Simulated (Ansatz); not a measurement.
Crystal: Gd.

```
Gd
1.0
     3.63600    0.00000    0.00000
    -1.81800    3.14887    0.00000
     0.00000    0.00000    5.78260
Gd
2
Direct
  0.66667 0.33333 0.75000
  0.33333 0.66667 0.25000
```

Base run:

- Program: Ansatz 0.2.0
- Functional: PBEsol
- Potentials or basis: Ansatz PAW
- Cutoff: 420 eV (not typed: the program's choice for these potentials)
- k mesh: 7 × 7 × 4
- Occupations: fermi-dirac, width 0.05 eV
- Spin: collinear spin, ferromagnetic start
- Starting moments: [5.25, 5.25] μB
- Fixed moment: 10.5 μB

Its results: pressure 1.4 GPa; site moments Gd +5.91 μB.

Q: The run is repeated on the same cell with these changes: fixed moment from 10.5 μB to 3.5 μB; moments at the start from [5.25, 5.25] to [1.75, 1.75]. What comes out?

A: Pressure 3.5 GPa; site moments Gd +2.73 μB.

Caveats: the total moment is fixed, so each spin has its own Fermi level; the PAW data sets come from PBE, with cores solved anew for the run's functional, which leaves a small shift of forces and pressure; the thresholds are loose for stress.
